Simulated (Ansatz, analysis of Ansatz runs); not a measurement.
# Substitutional Se in Si: charge-transition level against experiment, part 2 of 2

Subject: substitutional Se in Si. Wanted: its charge-transition level, in one set-up (r2SCAN, 64-site cell, r2SCAN lattice, 500 eV, k: the single point 1/4 1/4 1/4 then 2x2x2 shifted 0.5 0.5 0.5). The model is a cell of 64 host atoms with 1 Si taken out and 1 Se put in. The level is the Fermi energy at which two charge states have equal formation energy, after a correction for the images of the charge. A meta-GGA costs about twice a GGA and mends lattice constants and part of the gap.

Ansatz 0.2.0; r2SCAN, 64-site cell, r2SCAN lattice, 500 eV, k: the single point 1/4 1/4 1/4 then 2x2x2 shifted 0.5 0.5 0.5.

So far: Set-up; Relaxation, charge +2.

## (3) Single point, charge +2

The relaxed structure is kept, and the final numbers are taken at the final level and k-points.

This step: plane-wave PAW DFT, r2SCAN; single point of a defect supercell.

point0/input.yaml

```yaml
crystal:
  lattice:
    - [10.88847935, 0.0, 0.0]
    - [0.0, 10.88847935, 0.0]
    - [0.0, 0.0, 10.88847935]
  atoms:
    - { symbol: Si, position: [-0.000960627, -0.001212793, 0.248346339] }
    - { symbol: Si, position: [-0.000911465, 0.248344396, -0.001244585] }
[... 1 atom line left out ...]
    - { symbol: Si, position: [0.240960963, 0.240590566, 0.240618617] }
[... 3 atom lines left out ...]
    - { symbol: Se, position: [0.373635554, 0.373310521, 0.37335435] }
[... 5 atom lines left out ...]
    - { symbol: Si, position: [0.124007924, 0.372514848, 0.62630381] }
    - { symbol: Si, position: [0.372828934, 0.123757709, 0.62619631] }
[... 5 atom lines left out ...]
    - { symbol: Si, position: [0.124040484, 0.626252704, 0.372548538] }
[... 1 atom line left out ...]
    - { symbol: Si, position: [0.372833906, 0.626239761, 0.123782251] }
[... 3 atom lines left out ...]
    - { symbol: Si, position: [0.243623704, 0.50816473, 0.508222113] }
[... 3 atom lines left out ...]
    - { symbol: Si, position: [0.379347927, 0.626987114, 0.626997244] }
[... 5 atom lines left out ...]
    - { symbol: Si, position: [0.626531553, 0.123787703, 0.372506751] }
    - { symbol: Si, position: [0.62649089, 0.372480945, 0.123848517] }
[... 3 atom lines left out ...]
    - { symbol: Si, position: [0.508349054, 0.243437524, 0.50802306] }
[... 6 atom lines left out ...]
    - { symbol: Si, position: [0.508337898, 0.508033683, 0.243473311] }
[... 14 atom lines left out ...]
    - { symbol: Si, position: [0.875511154, 0.875267559, 0.87527271] }
  host:
    repeats: [2, 2, 2]
    atoms:
      - { symbol: Si, position: [0.0, 0.0, 0.5] }
      - { symbol: Si, position: [0.0, 0.5, 0.0] }
      # ... 6 more atoms of the perfect host
total_charge: 2
basis:
  ecutwfc: 500
  xc_grid: 2
hamiltonian:
  xc: r2scan
kpoints:
  mp_grid: { grid: [2, 2, 2], shift: [0.5, 0.5, 0.5] }
scf:
  occupations: { method: fermi_dirac, width: 0.01 }
  max_iter: 120
output:
  forces: true
  charged_corrections:
    epsilon: 13.32
    static_epsilon: 13.32
    defect_position: [0.375, 0.375, 0.375]
  eigenvalues: true
checkpoint:
  read: "../relax0.run"
  write: "../point0.run"
  compress: false
  write_wavefunctions: true
  write_every: 100000
```

Started as:

```console
> ansatz run input.yaml --threads 4 --pin off --max-ram 7536MiB --backend cpu --events-out ev --progress --plain --runs-dir out
```

Numbers of over 12 decimals in the logs are rounded to 6 here.

What it wrote:

```text
[...]
Crystal: 64 atoms, lattice volume = 1290.927 Å³
Basis set: ecut = 500 eV, 32795 PW (Γ), exchange–correlation on 160×160×160 points (8 copies of the dense FFT grid, shifted against one another)
Bands: 197, of which v1, the nominal top of the filled ones, is band 133 counted from 1 (132 counted from 0)
Symmetry: 1 space group operations
[...]
k-points: 4 of 8 (time reversal used)
[...]
Stability of the state it starts from, as read at its close in the unpolarized treatment: not read negative (Ritz values of 1 − χ₀K, real part plus size of imaginary part, from 0.97 to 1.8, by its mixing steps under no symmetry)
[...]
SCF iter   7: F=-45751.430528 eV  HF=-45751.430528 eV  |F-HF|=8.88e-10  |Δ(HF+E_count)|=   2.77e-8  Δρ=1.00e-6  dr2=1.47e-8  dr2_τ=3.55e-10  ethr=3.76e-11  ⟨swp⟩=9.8  Hψ=3493  notcnv=0
SCF 1 converged in 7 iterations: F = -45751.430528 eV  dr2 = 1.47e-8
[...]
[... 1 atom left out ...]
  atom   4  Si     0.00509657     0.00730617     0.00808566
  [... 3 atoms left out ...]
  atom   8  Se     0.09316969     0.10486290     0.10313891
  [... 5 atoms left out ...]
  atom  14  Si    -0.00037786    -0.03482416    -0.02086712
  atom  15  Si    -0.03573812    -0.00200875    -0.01930923
  [... 5 atoms left out ...]
  atom  21  Si    -0.00169661    -0.02038271    -0.03469503
  [... 1 atom left out ...]
  atom  23  Si    -0.03532403    -0.02133140    -0.00145164
  [... 3 atoms left out ...]
  atom  27  Si    -0.04187964    -0.02472035    -0.02527220
  [... 10 atoms left out ...]
  atom  38  Si    -0.01819982    -0.03297005    -0.00458519
  [... 3 atoms left out ...]
  atom  42  Si    -0.01917717    -0.04668937    -0.01697981
  [... 6 atoms left out ...]
  atom  49  Si    -0.01976172    -0.01764570    -0.04591572
  [... 15 atoms left out ...]
  max |Σ_I F_I| component: 3.14e-3 eV/Å
--- Charged-cell corrections in eV (Makov–Payne, q = +2.000 e, ε = 13.320) ---
[...]
E_corr1          = +0.563398  (monopole, q²α_M/2εL)
[...]
--- Band table (eV) ---
[...]
[... further k-points left out ...]
[key lines of the parts left out:]
SCF converged after 7 iterations
Free energy (F): -45751.430528 eV
Fermi energy:    6.305306 eV
```

Wall time 99 s (4 threads of Arm Neoverse V1, shared host); peak memory 5.7 GiB.

The column dr2 measures how far the density is from self-consistency, as an energy; F and HF (Harris–Foulkes) agree once it is small.

Numbers from this step:

```
free energy : -45751.4305 eV
```

The series, run alike:

| run | outcome | energy less the first (eV) | moment (μB) | time |
| --- | --- | --- | --- | --- |
| single point, charge +2 | converged | 0.0000 | 0.00 | 99 s |
| single point, charge +1 | converged | 6.7481 | 1.00 | 5 min |
| single point, charge 0 | converged | 13.6478 | 0.00 | 1.8 min |

## (4) Charge-transition levels

A charged cell feels its images and has its own zero of potential; this step corrects both and places the level between the host's band edges.

This step: place-levels on r2SCAN runs: charge-transition levels with image-charge correction and potential alignment at the atomic sites.

levels.yaml

```yaml
host:
  run: host.point.run
states: [point0.run, point1.run, point2.run]
geometry_from:
  point0.run: relax0.run
  point1.run: relax1.run
  point2.run: relax2.run
  host.point.run: host.relax.run
```

Started as:

```console
> ansatz place-levels levels.yaml -- --threads 4 --pin off --max-ram 7536MiB
```

What it wrote:

```text
(+2/+1) 0.187 eV above the valence edge, 0.570 eV under the conduction edge
(+1/0) 0.582 eV above the valence edge, 0.175 eV under the conduction edge
  edges by r2scan, gap 0.757 eV; the host is sampled to repeats of 30.80 Å
  the defect's cells are sampled to repeats of 30.80 Å, like sampling
  charge +2: -45750.7316 eV with its correction of +0.699 eV, at epsilon 13.32, aligned at sites: +0.0678 eV, mean over 35 atomic sites at or beyond 5.44 Å from the host's site at [0.3751, 0.3751, 0.3751] by the defect at [0.3750, 0.3750, 0.3750], with [...]
[...]
charge 0: +0.000 eV for its dipole among its images, +0.000 omitted
  of states[0] (point0.run): how wide its charge is, is not read beside other atoms or cores, and a band state would take no correction. [...]
[...]
of states[2] (point2.run): its displacements don't fall off away from the defect: farther atoms stand 0.011 Å off the host's places. [...]
```

Run time: 0.2 s. Hardware: 4 threads.

This step gave:

| Property | Result |
| --- | --- |
| gap | 0.7570 eV |

## (5) Outcome

```
static dielectric constant used                        : 13.3
band gap of the host                                   : 0.76 eV
(plus 2/plus 1) level below the conduction-band bottom : 0.57 eV
(plus 1/0) level below the conduction-band bottom      : 0.18 eV
time of the whole chain                                : 18 min on 4 threads
```

What this shows: (+1/0) level below the conduction-band bottom: computed 0.18 eV, measured 0.307 eV; 0.13 eV shallower than the measurement. (+2/+1) level below the conduction-band bottom: computed 0.57 eV, measured 0.593 eV; 0.02 eV shallower than the measurement. The level is counted in a gap of 0.76 eV, and the correction is screened by a dielectric constant of 13.3 from a linear-response run on the host (PBEsol). Levels hang on the band edges, which semilocal functionals place too close together.

[Logs are printed without paths, hosts, clocks, repeated set-up lines and the standing remarks that a program may print on its own settings, such as how far it seeks lower states.]

[Hosts, paths, dates, database ids (printed as entryN), source tags and the programs' standing remarks are cut or masked in the printed files.]

[For some hosts the program warned that the k-mesh of the response run may be too coarse for force constants and the static dielectric constant; such warnings are not shown here.]
